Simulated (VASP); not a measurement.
Crystal: GaN.

```xyz
4
Lattice="3.1803 0.0000 0.0000 -1.5901 2.7542 0.0000 0.0000 0.0000 5.1828" Properties=species:S:1:pos:R:3 pbc="T T T"
Ga    0.0000    1.8361    5.1787
Ga    1.5901    0.9181    2.5873
N     0.0000    1.8361    1.9477
N     1.5901    0.9181    4.5391
```

The cell was built by a generator and needn't be a form met in nature.

Program: VASP 6.6.1. Alike in all runs: task band structure; no spin polarisation; cell as given; k mesh 12 × 12 × 5; cutoff (eV) 520; smearing gaussian 0.03 eV.

Problem. Order these runs on this cell by their band gap on the k mesh, lowest first.
A. level TB-mBJ; potentials or basis VASP PAW PBE potentials, release 64 (Ga_d, N)
B. level r2SCAN; potentials or basis VASP PAW PBE potentials, release 64 (Ga_d, N)
C. level LDA; potentials or basis VASP PAW LDA potentials, release 64 (Ga_d, N)

Solution. C (1.97 eV), B (2.35 eV), A (3.13 eV).

